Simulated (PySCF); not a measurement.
# Frontier levels across methods

N,N-dimethylacetamide, C4H9NO.
Z-matrix (Å and degrees, PBE0-D3(BJ)/def2-SVP geometry), rows numbered from 1:
```
C 
C   1  1.5149
O   2  1.2170  1  120.74
N   2  1.3719  1  117.39  3   179.86
C   4  1.4372  2  125.27  1     0.94
C   4  1.4412  2  118.81  1   179.15
H   1  1.1005  2  112.06  3   120.36
H   1  1.0956  2  106.98  3     0.98
H   1  1.1007  2  111.92  3  -118.20
H   5  1.1044  4  110.69  2  -125.39
H   5  1.0948  4  111.48  2    -5.46
H   5  1.1055  4  111.35  2   115.22
H   6  1.0962  4  108.22  2     1.95
H   6  1.1043  4  111.03  2  -117.95
H   6  1.1038  4  110.87  2   121.92
```

Basis pcSseg-1 throughout (PySCF), one geometry. Isolated species at its PBE0-D3(BJ)/def2-SVP geometry, gas phase.

**Question.** How do the orbital energies, the gap and the dipole change with the method?

**Answer.** 
| method | kind | HOMO (eV) | LUMO (eV) | gap (eV) | μ (D) | SCF cycles |
| --- | --- | --- | --- | --- | --- | --- |
| B97-D | GGA | -5.51 | -0.12 | 5.39 | 3.75 | 15 |
| KT2 | GGA | -5.65 | -0.15 | 5.50 | 3.69 | 15 |
| KT3 | GGA | -5.66 | -0.17 | 5.49 | 3.62 | 16 |
| B97-2 | global hybrid | -6.63 | 0.80 | 7.43 | 3.86 | 14 |
| B3LYP | global hybrid | -6.65 | 0.61 | 7.26 | 3.84 | 14 |
| PBE0 | global hybrid | -6.87 | 0.88 | 7.75 | 3.87 | 14 |
| mPW1PW91 | global hybrid | -6.91 | 0.85 | 7.76 | 3.89 | 14 |
| BHandHLYP | global hybrid | -8.09 | 1.82 | 9.91 | 3.98 | 13 |
| CAM-B3LYP | range-separated hybrid | -8.21 | 1.99 | 10.20 | 3.90 | 13 |
| wB97X-D | range-separated hybrid | -8.73 | 2.71 | 11.44 | 3.94 | 14 |
| LC-wPBE | range-separated hybrid | -9.53 | 3.25 | 12.78 | 3.93 | 14 |

The HOMO spans 4.02 eV, from B97-D down to LC-wPBE, and the gap runs from 5.39 eV (B97-D) to 12.78 eV (LC-wPBE). Over the methods B97-D (0 %), KT2 (0 %), KT3 (0 %), B97-2 (21 %), B3LYP (20 %), PBE0 (25 %), mPW1PW91 (25 %), BHandHLYP (50 %), a straight line through the gap against the share of exact exchange rises by 0.90 eV for each 10 % (correlation coefficient 0.999). The dipole ranges from 3.62 D (KT3) to 3.98 D (BHandHLYP). This basis has no diffuse functions.

The vertical ΔSCF ionisation energy at CAM-B3LYP/def2-SVPD is 9.08 eV; −ε(HOMO) comes closest to it with wB97X-D (8.73 eV).
